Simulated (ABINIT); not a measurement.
AlNi:

```
Ni Al
1.0
     2.88100    0.00000    0.00000
     0.00000    2.88100    0.00000
     0.00000    0.00000    2.88100
Ni Al
1 1
Direct
  0.50000 0.50000 0.50000
  0.00000 0.00000 0.00000
```

Base run:

```yaml
Program: ABINIT 10.8.3 (patched build)
Functional: PBE
Potentials_or_basis: JTH PAW PBE v2.0
Cutoff: 1116 eV
k_mesh: 9 × 9 × 9
Occupations: fermi-dirac, width 0.05 eV
Spin: collinear spin, ferromagnetic start
Starting_moments: "[1.0, 0.0] μB"
```

Its results: band gap on the k mesh none (metal or under the smearing width); pressure 2.2 GPa; net moment 0.00 μB per cell.

Task: The run is repeated on the same cell with these changes: functional from PBE to PBEsol; potentials or basis from JTH PAW PBE v2.0 to PseudoDojo NC SR PBEsol v0.4.1 standard; cutoff from 1116 eV to 1333 eV. What comes out?

Result: Band gap on the k mesh none (metal or under the smearing width); pressure -3.3 GPa; net moment 0.00 μB per cell.

Caveats: small starting moments can end in a higher magnetic state in this program.

Not every run made on this cell is shown here.
